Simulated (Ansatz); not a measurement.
**SnO2: excitons and shallow donors from band masses and screening**

Level of theory: DFT PBE, scalar-relativistic, plane waves, PAW (Ansatz 0.2.0).

Plane waves to 420 eV, a k mesh through Γ of 6×6×8 on the computed 6-atom cell and Gaussian smearing (0.02 eV); no spin polarisation.

Relaxed cell: P4_2/mnm, a = 4.827 Å, b = 4.827 Å, c = 3.238 Å, α = 90.00°, β = 90.00°, γ = 90.00°, 6 atoms in the primitive cell.

The calculation gives a Kohn–Sham gap of 0.68 eV, an electron mass of 0.166 mₑ and a hole mass of 1.59 mₑ (harmonic means over x, y, z and over the bands degenerate at each edge), and ε∞ = 4.93 (independent particles, mean of the diagonal). Masses and screening differ among the axes, which the isotropic model averages.

Problem. Estimate the binding energy and radius of a Wannier–Mott exciton and of a shallow donor, and say whether the hydrogenic model can hold.

Solution. The reduced mass is μ = mₙmₕ/(mₙ + mₕ) = 0.15 mₑ, with mₙ and mₕ the band masses. With E_b = 13.606 eV × μ/ε² and a = 0.529 Å × ε/μ (μ in mₑ) the exciton has E_b = 84 meV and a = 17.4 Å. For a donor μ is the electron mass: 93 meV and 15.7 Å. The exciton's radius is 5 times the shortest lattice vector (3.24 Å), so the continuum picture is reasonable. In a polar crystal the ions screen too, so a state bound more weakly than an optical phonon feels the larger static constant, which lowers the energy and widens the orbit. The other way, the small Kohn–Sham gap and the missing local fields make ε∞ too large and the masses tend to be too light, which underbinds.